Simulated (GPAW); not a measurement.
Here is a GPAW 26.7.0 calculation.

The input run.py:

```python
from ase.dft.bandgap import bandgap
from ase.io import read, write
from ase.units import GPa
from gpaw import GPAW, PW

atoms = read('POSCAR')

calc = GPAW(mode=PW(800),
            xc='mBEEF',
            kpts={'size': (6, 6, 5), 'gamma': True},
            occupations={'name': 'fermi-dirac', 'width': 0.05},
            nbands=33,
            convergence={'density': 1e-05, 'energy': 1e-05},
            maxiter=150,
            txt='gpaw.txt')
atoms.calc = calc
energy = atoms.get_potential_energy()
forces = atoms.get_forces()
stress = atoms.get_stress()
calc.write('gs.gpw')
write('result.traj', atoms)
print(f'Energy: {energy:.6f} eV')
print('Forces (eV/A):')
print(forces.round(4))
print('Stress (GPa):', (stress / GPa).round(3))
print('Fermi level:', round(calc.get_fermi_level(), 4), 'eV')
print(f'Gap: {bandgap(calc)[0]:.4f} eV, direct: {bandgap(calc, direct=True)[0]:.4f} eV')

path = atoms.cell.bandpath('GXMGZRAZ,XR,MA', npoints=60, eps=1e-4)
bs_calc = calc.fixed_density(kpts=path, symmetry='off', nbands=47,
                             convergence={'bands': 'CBM+6.0', 'eigenstates': 1e-6}, txt='bands.txt')
bs = bs_calc.band_structure()
bs.write('bs.json')
print(f'Gap on the path: {bandgap(bs_calc)[0]:.4f} eV')
```

Contents of POSCAR:

```
CuO
1.0
    3.4220509700      0.0000000000      0.0000000000
    0.0000000000      3.4220509700      0.0000000000
    0.0000000000      0.0000000000      4.2604614800
Cu O
2 2
Direct
    0.0000000000      0.5000000000      0.0000000000
    0.5000000000      0.0000000000      0.5000000000
    0.0000000000      0.0000000000      0.2500000000
    0.0000000000      0.0000000000      0.7500000000
```

Potentials or basis: GPAW PAW data sets (gpaw-data 1.2.1), pw.

Launch:

```sh
$ OMP_NUM_THREADS=1 python run.py
```

(1) Predict the band gap along the path.

(2) What does it give for the pressure?

Answers

(1) none (metal or under the smearing width).

(2) -3.4 GPa.

Caveat: with this Cu data set, volumes or pressures lay over 1.5 % or 2 GPa off other programs in two to four cells of ten; the PAW data sets were made with another functional, which shifts forces and pressure a little; the run has no spin polarisation, though such a crystal can be magnetic; semilocal functionals often make such compounds metallic where correlation or magnetic order opens a gap, which also shifts bond lengths.
